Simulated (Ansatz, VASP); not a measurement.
**One calculation of SrTiO3 (Tausonite), two programs**

```
Sr Ti O
1.0
     3.93640    0.00000    0.00000
     0.00000    3.93640    0.00000
     0.00000    0.00000    3.93640
Sr Ti O
1 1 3
Direct
  0.50000 0.50000 0.50000
  0.00000 0.00000 0.00000
  0.50000 0.00000 0.00000
  0.00000 0.50000 0.00000
  0.00000 0.00000 0.50000
```

Alike in both runs: functional PBE; k mesh 8 × 8 × 8; no spin polarisation.

Ansatz relaxed the structure, and its values are those at the end. VASP's run is a single point on that final structure, the one shown.

|  | VASP | Ansatz |
| --- | --- | --- |
| version | VASP 6.6.1 | Ansatz 0.2.0 |
| potentials or method | VASP PAW PBE potentials, release 64 (Sr_sv, Ti_sv, O) | scalar-relativistic, plane waves, PAW |
| plane-wave cutoff (eV) | 520 | 420 |
| occupations | gaussian, width 0.01 eV | fixed |
| valence electrons in the cell | 40 | 40 |

|  | VASP | Ansatz | Ansatz less VASP |
| --- | --- | --- | --- |
| gap on the k mesh at the Fermi level (eV) | 1.81 | 1.84 | +0.032 |
| least direct gap on the mesh (eV) | 2.18 | 2.20 | +0.022 |
| pressure (GPa) | 0.6 | 0.0 | -0.63 |

A k mesh can miss the band edges.
